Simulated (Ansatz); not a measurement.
**Cu2BrCl (R-3m): following an unstable mode**

Which phase does Cu2BrCl (R-3m) fall into along its unstable mode, and how much energy does it gain?

Main program and level: Ansatz 0.2.0; DFT LDA, scalar-relativistic, plane waves, PAW.

**1. The structure**

The structure is trigonal, space group R-3m (No. 166). Conventional cell: a = 3.595 Å, b = 3.595 Å, c = 17.371 Å, α = 90.00°, β = 90.00°, γ = 120.00°. Cu has 3 Cl at 2.48 Å and 3 Br at 2.58 Å nearest. Nearest to Br lie 6 Cu at 2.58 Å. Cl has 6 Cu at 2.48 Å nearest. Farther neighbours and most contacts between anions are not listed.

**2. Zone-centre response**

The cell comes from relaxations at this level that are not shown. The zone centre is the only wavevector solved here; it holds the modes that light can see, as far as symmetry allows. The response to a homogeneous field gives the Born charges and the dielectric tensor.

input.yaml reads:

```yaml
crystal:
  lattice:
    - [1.7976886131, 1.0378960047, 5.7904915408]
    - [-1.7976886131, 1.0378960047, 5.7904915408]
    - [0.0, -2.0757920093, 5.7904915408]
  atoms:
    - { symbol: Cu, position: [0.2449917421, 0.2449917421, 0.2449917421] }
    - { symbol: Cu, position: [0.7550082579, 0.7550082579, 0.7550082579] }
    - { symbol: Br, position: [0.0, 0.0, 0.0] }
    - { symbol: Cl, position: [0.5, 0.5, 0.5] }
kpoints:
  mp_grid: { grid: [9, 9, 9] }
hamiltonian:
  xc: lda
scf:
  occupations: { method: fixed }
output:
  eigenvalues: true
phonons:
  method: dfpt
  dielectric: true
  rigid_motions: translations
```

Started as:

```bash
$ ansatz run input.yaml --threads 4 --pin off --max-ram 7168MiB --backend cpu --events-out ev --progress --plain --runs-dir out
```

Numbers of over 12 decimals in the logs are rounded to 6 here.

The log of the run:

```text
Engine: ansatz 0.2.0, aarch64-unknown-linux-gnu
Pseudopotentials: kind: paw
Pseudopotential: Cu, paw, valence charge 19, recommended cutoff 420 eV (normal), Cu.paw.azcp
Pseudopotential: Br, paw, valence charge 7, recommended cutoff 420 eV (normal), Br.paw.azcp
Pseudopotential: Cl, paw, valence charge 7, recommended cutoff 420 eV (normal), Cl.paw.azcp
Functional definition: SPW92
  exchange = slater_x
  correlation = pw_c
Crystal: 4 atoms, lattice volume = 64.824 Å³
Basis set: ecut = 420 eV, 1237 PW (Γ), exchange–correlation on 90×90×90 points (8 copies of the dense FFT grid, shifted against one another)
Bands: 32, of which v1, the nominal top of the filled ones, is band 26 counted from 1 (25 counted from 0)
Symmetry: 12 space group operations
k-points: 205 of 729 (irreducible under 2 space group operations, time reversal used)
Non-local potential: Cu, projectors of the file, l = 0: 3, l = 1: 2, l = 2: 3, l = 3: 1
Non-local potential: Br, projectors of the file, l = 0: 2, l = 1: 2, l = 2: 2
Non-local potential: Cl, projectors of the file, l = 0: 2, l = 1: 2, l = 2: 2
PAW form: soft (Blöchl's): semilocal exchange-correlation on the pseudo side does not see the compensation charge
PAW frozen core: Cu, regenerated for the run's functional, and the local potential with it (the file was generated under x = pbe(κ = 0.804, μ = 0.219515), c = pbe(β = 0.066725))
PAW frozen core: Br, regenerated for the run's functional, and the local potential with it (the file was generated under x = pbe(κ = 0.804, μ = 0.219515), c = pbe(β = 0.066725))
PAW frozen core: Cl, regenerated for the run's functional, and the local potential with it (the file was generated under x = pbe(κ = 0.804, μ = 0.219515), c = pbe(β = 0.066725))
PAW one-centre angular grid: Cu, 590 points (default); XC on 64 Gauss nodes
PAW one-centre angular grid: Br, 110 points (default); XC on 64 Gauss nodes
PAW one-centre angular grid: Cl, 110 points (default); XC on 64 Gauss nodes
Initial density: superposition of atomic densities (neutral atoms: chi_scale 0, normalization atom), corrected by the library's trained network
Initial wavefunctions: pseudopotential atomic-orbital guess
Functional: x = slater, c = lda
SCF iter   1: F=—  HF=-16849.930829 eV  |F-HF|=—  |Δ(HF+E_count)|=         —  Δρ=1.65e-2  dr2=8.73e-2  ethr=1.77e-3  ⟨swp⟩=5.5  Hψ=23204  notcnv=0  defer=795
preconditioner: auto → Resta (q_TF=auto, 2.630 Å⁻¹)  ε∞=9.1  [insulator: Δε(μ)=0.201 eV  Ē_g=9.720 eV  n_scr=22 (ndim 8)  ℏωp=27.7 eV  f_vac=0.003  ε∞_Penn≈9.1]
SCF iter   2: F=—  HF=-16849.918956 eV  |F-HF|=—  |Δ(HF+E_count)|=   1.19e-2  Δρ=8.11e-3  dr2=3.43e-2  ethr=1.68e-4  ⟨swp⟩=2.0  Hψ=13528  notcnv=0  defer=820
SCF iter   3: F=—  HF=-16849.907028 eV  |F-HF|=—  |Δ(HF+E_count)|=   1.19e-2  Δρ=4.05e-3  dr2=6.61e-3  ethr=6.60e-5  ⟨swp⟩=2.9  Hψ=11746  notcnv=0  defer=820
SCF iter   4: F=—  HF=-16849.904989 eV  |F-HF|=—  |Δ(HF+E_count)|=   2.04e-3  Δρ=7.22e-4  dr2=2.52e-4  ethr=1.27e-5  ⟨swp⟩=2.0  Hψ=9914  notcnv=0  defer=820
SCF iter   5: F=—  HF=-16849.904926 eV  |F-HF|=—  |Δ(HF+E_count)|=   6.36e-5  Δρ=1.34e-4  dr2=1.36e-5  ethr=4.85e-7  ⟨swp⟩=3.0  Hψ=10071  notcnv=0  defer=585
SCF iter   6: F=—  HF=-16849.904927 eV  |F-HF|=—  |Δ(HF+E_count)|=   8.84e-7  Δρ=1.89e-5  dr2=3.52e-7  ethr=2.61e-8  ⟨swp⟩=2.2  Hψ=9494  notcnv=0  defer=325
SCF iter   7: F=—  HF=-16849.904938 eV  |F-HF|=—  |Δ(HF+E_count)|=   1.16e-5  Δρ=1.95e-5  dr2=2.39e-7  ethr=6.77e-10  ⟨swp⟩=2.3  Hψ=10509  notcnv=0  defer=325
SCF iter   8: F=—  HF=-16849.904938 eV  |F-HF|=—  |Δ(HF+E_count)|=   2.85e-8  Δρ=3.37e-6  dr2=1.05e-8  ethr=4.60e-10  ⟨swp⟩=2.1  Hψ=8158  notcnv=0  defer=325
SCF iter   9: F=—  HF=-16849.904938 eV  |F-HF|=—  |Δ(HF+E_count)|=   2.45e-9  Δρ=1.62e-6  dr2=1.50e-9  ethr=2.01e-11  ⟨swp⟩=2.2  Hψ=9703  notcnv=0  defer=325
SCF iter  10: F=-16849.904938 eV  HF=-16849.904938 eV  |F-HF|=1.09e-11  |Δ(HF+E_count)|=  2.98e-10  Δρ=1.83e-7  dr2=3.86e-11  ethr=1.00e-12  ⟨swp⟩=12.1  Hψ=48456  notcnv=0
SCF 1 converged in 10 iterations: F = -16849.904938 eV  dr2 = 3.86e-11
  greatest PAW one-centre occupation: 1.000 electrons in one spin orbital (limit 2), on the Cu atom at site 1 (counted from 0), in its partial waves of l = 1
NSCF: frozen V_eff on 205 k-points
NSCF: frozen V_eff on 205 k-points
[...]
DFPT response loops at Γ: preconditioner auto → Resta (q_TF=auto, 2.630 Å⁻¹)  ε∞=13.3 (no band partly filled); β = 1.00, the filter's whole step (`scf.mixing.beta` (0.50) is not read by the response loops at its default; to damp them type it under 1.00, their step now; it binds the ground state too); Broyden in place of MSR1
── the response to a field inside a basis, on 18×18×18 k-points: an SCF that follows is theirs, and a resumed run solves both again ──
Bands: 27, of which v1, the nominal top of the filled ones, is band 26 counted from 1 (25 counted from 0)
k-points: 570 of 5832
Initial density: handed on by an earlier stage of this run
Initial wavefunctions: pseudopotential atomic-orbital guess (no wavefunctions were taken with the density)
Eigensolver: Dense (570 Hₖ)
SCF iter   1: F=—  HF=-16849.898111 eV  |F-HF|=—  |Δ(HF+E_count)|=         —  Δρ=2.08e-4  dr2=4.40e-6  ethr=1.00e-1
preconditioner: auto → Resta (q_TF=auto, 2.630 Å⁻¹)  ε∞=17.5  [insulator: Δε(μ)=0.209 eV  Ē_g=6.820 eV  n_scr=22 (ndim 8)  ℏωp=27.7 eV  f_vac=0.000  ε∞_Penn≈17.5]
SCF iter   2: F=—  HF=-16849.898114 eV  |F-HF|=—  |Δ(HF+E_count)|=   2.53e-6  Δρ=2.31e-4  dr2=2.04e-5  ethr=8.45e-9
SCF iter   3: F=—  HF=-16849.898113 eV  |F-HF|=—  |Δ(HF+E_count)|=   5.86e-7  Δρ=9.38e-5  dr2=1.15e-6  ethr=8.45e-9
SCF iter   4: F=—  HF=-16849.898111 eV  |F-HF|=—  |Δ(HF+E_count)|=   1.97e-6  Δρ=1.19e-5  dr2=2.71e-8  ethr=2.22e-9
SCF iter   5: F=-16849.898111 eV  HF=-16849.898111 eV  |F-HF|=8.77e-10  |Δ(HF+E_count)|=   2.06e-7  Δρ=6.54e-6  dr2=6.07e-9  ethr=5.21e-11
SCF 1 converged in 5 iterations: F = -16849.898111 eV  dr2 = 6.07e-9
  greatest PAW one-centre occupation: 1.000 electrons in one spin orbital (limit 2), on the Cu atom at site 0 (counted from 0), in its partial waves of l = 1
DFPT response loops at Γ: preconditioner auto → Resta (q_TF=auto, 2.630 Å⁻¹)  ε∞=16.9 (no band partly filled); β = 1.00, the filter's whole step (`scf.mixing.beta` (0.50) is not read by the response loops at its default; to damp them type it under 1.00, their step now; it binds the ground state too); Broyden in place of MSR1
WARN: field response: inside a basis, on 18×18×18 points, no mesh in reach settles it: take ε∞, Z* and everything formed from them with what they may err, as stated (eps_inf_uncertainty, zstar_uncertainty_e), and compare with field_mesh: kpoints on a denser kpoints.mp_grid
SCF converged after 10 iterations
Free energy (F): -16849.904938 eV
Harris-Foulkes:  -16849.904938 eV  (|F-HF|=1.09e-11)
Internal energy: -16849.904938 eV  (E = F + TS)
E sigma→0 (E₀):  -16849.904938 eV
Fermi energy:    10.818330 eV
--- Per-component energies (eV) ---
  E_band       = -866.570206
  E_kinetic    = 901.427538
  E_local      = -10683.923893  (includes V_loc(G=0)·N_el)
  E_nonlocal   = 927.930702
  E_hartree    = 4707.462471
  E_xc         = -542.007371
  E_vxc        = -453.117622  (∫ρ·V_xc dr)
  E_paw        = -6004.737001  (= ΣΔE_a)
  E_vpaw       = -973.812254  (= ΣTr[D̂ρ^β])
  E_aug_tail   = 0.000493  (compensation charges beyond the density's cutoff)
  E_ewald      = -6157.354200
  E_core_change = 1.296323  (= ΣΔE_core)
  E_smearing   = -0.000000  (= −TS)
  E_closure    = 0.000000  (closes the sum)
  Σ components = -16849.904938   (vs F -16849.904938, Δ=0.00e0)
--- Band table (eV; the first three rows and the last of 205) ---
  k-point 0: bands = [... 22 lower, 9.0916, 9.2360, 10.8183, 10.8183, 11.1558, 13.5547, 16.3484, 16.3484, ... 2 higher]
  k-point 1: bands = [... 22 lower, 9.0994, 9.2367, 10.3087, 10.6778, 11.9413, 14.2479, 15.5951, 16.7452, ... 2 higher]
  k-point 2: bands = [... 22 lower, 9.2632, 9.6113, 9.6598, 10.3758, 13.4144, 14.1591, 16.1672, 17.5810, ... 2 higher]
  k-point 204: bands = [... 22 lower, 9.4532, 9.5081, 9.9890, 10.4192, 13.8321, 14.3270, 16.7566, 17.1350, ... 2 higher]
--- Phonons (Γ-DFPT): 6 representative perturbations + reference, on 205 of 729 k-points (Σ response iterations 22) ---
  k mesh reduced under 2 symmetry operations, with k and −k counted as one. Each operation leaves every solved perturbation unchanged. A smaller set is not considered because the run solves the response to a homogeneous field
  ASR residual: 1.079e-4 → 0.000e0 eV/Å²; symmetrization residual: 4.792e-6 eV/Å²
  ASR residual per site (eV/Å²): 2.48e-5 2.48e-5 1.03e-4 1.08e-4
  Γ frequencies (cm⁻¹): -90.52 -90.52 0.00 0.00 0.00 55.69 62.13 62.13 72.46 72.46 122.24 201.51
  ε∞ (high-frequency dielectric tensor):
        8.940216     0.000000     0.000000
       -0.000000     8.940216    -0.000000
        0.000000    -0.000000     8.216326
  softest optical mode at Γ: -90.52 cm⁻¹; the repairs (sum rule, projections) moved no ω² at Γ by more than (1.13 cm⁻¹)²
  Born effective charges Z* (e; rows j = field, columns β = displacement):
    site 0:
         1.47058    0.00000   -0.00000
         0.00000    1.47058   -0.00000
         0.00000   -0.00000    1.45018
    site 1:
         1.47058    0.00000   -0.00000
         0.00000    1.47058   -0.00000
         0.00000   -0.00000    1.45018
    site 2:
        -1.71001    0.00000   -0.00000
        -0.00000   -1.71001    0.00000
        -0.00000    0.00000   -1.31108
    site 3:
        -1.23115    0.00000    0.00000
        -0.00000   -1.23115   -0.00000
         0.00000   -0.00000   -1.58928
  Z* charge neutrality: 8.699e-4 e pre-enforcement
  solved inside a basis spanned on kpoints, on 18×18×18 k-points, which do not settle them: ε∞ is read to err by 1.4e-1, Z* by 3.9e-2 e (field_mesh: kpoints solves on kpoints); Z* is corrected for what the basis lacks
  optical modes at Γ without the LO–TO term, one row a degenerate level:
      ω (cm⁻¹)  modes    IR ((D/Å)²/amu)
        -90.52      2             0.7765
         55.69      1             3.3722
         62.13      2             6.0256
         72.46      2             0.0000
        122.24      1             0.0000
        201.51      1             0.2949
  optical modes at Γ + LO–TO along q̂ = [1.0000, 0.0000, 0.0000]:
      ω (cm⁻¹)  modes    IR ((D/Å)²/amu)
        -90.52      1             0.3882
        -86.44      1             0.0962
         55.69      1             3.3722
         62.13      1             3.0128
         72.46      2             0.0000
        122.24      1             0.0000
        125.12      1             3.3048
        201.51      1             0.2949
  optical modes at Γ + LO–TO along q̂ = [0.0000, 1.0000, 0.0000]:
      ω (cm⁻¹)  modes    IR ((D/Å)²/amu)
        -90.52      1             0.3882
        -86.44      1             0.0962
         55.69      1             3.3722
         62.13      1             3.0128
         72.46      2             0.0000
        122.24      1             0.0000
        125.12      1             3.3048
        201.51      1             0.2949
  optical modes at Γ + LO–TO along q̂ = [0.0000, 0.0000, 1.0000]:
      ω (cm⁻¹)  modes    IR ((D/Å)²/amu)
        -90.52      2             0.7765
         62.13      2             6.0256
         72.46      2             0.0000
        122.24      1             0.0000
        126.44      1             2.9987
        205.92      1             0.6685
```

It took 12 min on 4 threads of Arm Neoverse N1, shared host; peak memory 3.1 GiB; 41 min of CPU time.

Reading the cycles: dr2 is the Hartree energy of the density residual (eV), the measure of convergence; HF is the Harris–Foulkes estimate of the energy, which meets the free energy F at convergence.

Numbers from this step:

```yaml
gap_on_the_k_mesh: 0.3375 eV
volume_per_atom: 16.21 Å³
sum_rule_residual_before_enforcement: 1.08e-4 eV/Å²
miss_of_the_charge_sum_rule: 8.70e-4 e
estimated_error_of_the_dielectric_tensor: 0.1419
estimated_error_of_the_born_charges: 0.03871 e
point_group: -3m
highest_optical_mode_at_the_zone_centre_no_lo_to_term: 201.5 cm⁻¹
lowest_optical_zone_centre_mode: -90.52 cm⁻¹
mean_high_frequency_dielectric_constant: 8.699
largest_born_charge_third_of_the_trace: -1.577 e
top_of_the_zone_centre_spectrum_with_the_field: 205.9 cm⁻¹
```

Without the LO-TO term. Patterns of degenerate modes are one choice out of their space. The modes at Γ (shares of kinetic energy by element, %) (negative means imaginary):

| mode | frequency (cm⁻¹) | symmetry | Cu % | Br % | Cl % |
| --- | --- | --- | --- | --- | --- |
| 1 | -90.5 | Eu | 1 | 20 | 79 |
| 2 | -90.5 | Eu | 1 | 20 | 79 |
| 3 | 0.0 | acoustic | 52 | 33 | 15 |
| 4 | 0.0 | acoustic | 52 | 33 | 15 |
| 5 | 0.0 | acoustic | 52 | 33 | 15 |
| 6 | 55.7 | A2u | 47 | 31 | 21 |
| 7 | 62.1 | Eu | 46 | 47 | 6 |
| 8 | 62.1 | Eu | 46 | 47 | 6 |
| 9 | 72.5 | Eg | 100 | 0 | 0 |
| 10 | 72.5 | Eg | 100 | 0 | 0 |
| 11 | 122.2 | A1g | 100 | 0 | 0 |
| 12 | 201.5 | A2u | 0 | 36 | 64 |

Displacements in mode 2 (-90.5 cm⁻¹), the largest set to 1:
```
Cu1  0.00 -0.07  0.00
Cu2  0.00 -0.07  0.00
Br3  0.00 -0.33  0.00
Cl4  0.00  1.00  0.00
```

Displacements in mode 8 (62.1 cm⁻¹), the largest set to 1:
```
Cu1 -0.08 -0.78  0.00
Cu2 -0.08 -0.78  0.00
Br3  0.11  1.00  0.00
Cl4  0.06  0.55  0.00
```

Before it was imposed, the acoustic sum rule was missed by 1.1e-4 eV/Å² and the charge sum rule by 8.7e-4 e. Small misses are needed for a sound result but don't prove that mesh and cutoff are converged. The lowest optical mode is imaginary, 90.5i cm⁻¹, so the energy falls along it.

**3. The mode frozen in, largest atomic shift 0 Å**

The mode followed lies at Γ with frequency 90.5i cm⁻¹ and is 2-fold degenerate, the softest among the wavevectors solved. At small amplitude the distorted cell has space group no. 8 by a symmetry search on the positions. The undistorted cell that holds it gives the zero of energy on the same k mesh.

input.yaml, as its differences from that of step 2:

```diff
@@ -15,8 +15,6 @@
 scf:
-  occupations: { method: fixed }
+  occupations: { method: gaussian, width: 0.02 }
 output:
+  forces: true
+  stress: true
   eigenvalues: true
-phonons:
-  method: dfpt
-  dielectric: true
-  rigid_motions: translations
```

The log of the run:

```text
[...]
k-point 0: bands = [... 22 lower, 9.0916, 9.2360, 10.8183, 10.8183, 11.1558, 13.5547, 16.3483, 16.3483, ... 1 higher]
  k-point 1: bands = [... 22 lower, 9.0994, 9.2367, 10.3087, 10.6779, 11.9413, 14.2480, 15.5951, 16.7452, ... 1 higher]
  k-point 2: bands = [... 22 lower, 9.2632, 9.6113, 9.6598, 10.3758, 13.4144, 14.1591, 16.1672, 17.5810, ... 1 higher]
  k-point 84: bands = [... 22 lower, 9.4532, 9.5081, 9.9890, 10.4192, 13.8321, 14.3271, 16.7566, 17.1350, ... 1 higher]
[key lines of the parts left out:]
SCF converged after 8 iterations
Free energy (F): -16849.904939 eV
Fermi energy:    10.987283 eV
P = ⅓ Tr σ = -0.0014 GPa (-0.014 kbar)
```

Elapsed: 5.8 s, on 4 threads; peak memory 0.43 GiB.

Numbers from this step:

- pressure: -0.001403 GPa
- gap on the k-mesh: 0.3374 eV
- energy from the undistorted cell: 0 meV/atom

At this level the gap is 0.34 eV on the k-mesh of the self-consistent run, which can miss the band edges.

**4. The mode frozen in, largest atomic shift 0.22 Å**

The atoms are moved along the unstable eigenvector, the largest shift by 0.22 Å, with the cell fixed.

input.yaml, the sections that differ from step 3:

```yaml
crystal:
  lattice:
    - [1.7976886131, 1.0378960047, 5.7904915408]
    - [-1.7976886131, 1.0378960047, 5.7904915408]
    - [0.0, -2.0757920093, 5.7904915408]
  atoms:
    - { symbol: Cu, position: [0.2400408582, 0.2474671841, 0.2474671841] }
    - { symbol: Cu, position: [0.750057374, 0.7574836998, 0.7574836998] }
    - { symbol: Br, position: [-0.0234722797, 0.0117361398, 0.0117361398] }
    - { symbol: Cl, position: [0.5706557622, 0.4646721189, 0.4646721189] }
# kpoints, hamiltonian, scf, output: as in step 3
```

The log of the run:

```text
[...]
Crystal: 4 atoms, lattice volume = 64.824 Å³
Basis set: ecut = 420 eV, 1237 PW (Γ), FFT grids on a1−a3, a2−a3, a3
Bands: 32, of which v1, the nominal top of the filled ones, is band 26 counted from 1 (25 counted from 0)
Symmetry: 2 space group operations
[...]
k-points: 205 of 729 (time reversal used)
[...]
k-point 0: bands = [... 22 lower, 9.0479, 9.2115, 10.5695, 10.7956, 11.3726, 13.5998, 16.4429, 16.5418, ... 1 higher]
  k-point 1: bands = [... 22 lower, 9.1022, 9.2410, 10.2546, 10.6048, 12.0374, 14.2996, 15.6568, 16.8973, ... 1 higher]
  k-point 2: bands = [... 22 lower, 9.2633, 9.5341, 9.6693, 10.3842, 13.4453, 14.2290, 16.1463, 17.3801, ... 1 higher]
  k-point 204: bands = [... 22 lower, 9.3506, 9.6081, 9.7939, 10.1170, 12.6571, 13.7926, 15.9034, 17.3715, ... 1 higher]
[key lines of the parts left out:]
SCF converged after 9 iterations
Free energy (F): -16849.922776 eV
Fermi energy:    11.084103 eV
P = ⅓ Tr σ = 0.8415 GPa (8.415 kbar)
```

The job ended after 26 s (4 threads; peak memory 0.56 GiB; 88 s of CPU time).

This step gave:

* pressure: 0.8415 GPa
* gap on the k-mesh: 0.5771 eV
* energy from the undistorted cell: -4.459 meV/atom

The energy, extrapolated to zero smearing, is -4.46 meV/atom against the undistorted cell.

The run ends at a pressure of 0.84 GPa, with forces up to 0.15 eV/Å.

**5. Energy along the mode, all amplitudes (two of the runs are shown above)**

An imaginary frequency means negative curvature, so the energy should fall and then rise again as anharmonic terms take over.

Numbers from this step:

```
depth at the lowest point sampled  : 4.459 meV/atom
largest atomic shift at that point : 0.22 Å
```

Table of energy from the parent by largest atomic shift:

```csv
largest atomic shift (Å),energy from the parent (meV/atom)
0.000,0
0.040,-0.264
0.080,-0.986
0.140,-2.56
0.220,-4.46
0.320,-3.71
0.450,9.74
```

Displacement at unit largest shift by atom:

| atom | x (Å) | y (Å) | z (Å) | size |
| --- | --- | --- | --- | --- |
| Cu1 | -0.061 | -0.035 | 0.000 | 0.070 |
| Cu2 | -0.061 | -0.035 | 0.000 | 0.070 |
| Br3 | -0.288 | -0.166 | 0.000 | 0.332 |
| Cl4 | 0.866 | 0.500 | 0.000 | 1.000 |

The lowest of the steps tried is at 0.22 Å, 4.46 meV/atom below the parent; the bottom of the well need not coincide with a step.

(Continued in part 2 of 3.)

[Logs are printed without paths, hosts, clocks, repeated set-up lines and the standing remarks that a program may print on its own settings, such as how far it seeks lower states.]

[Hosts, paths, dates, database ids (printed as entryN), source tags and the programs' standing remarks are cut or masked in the printed files.]
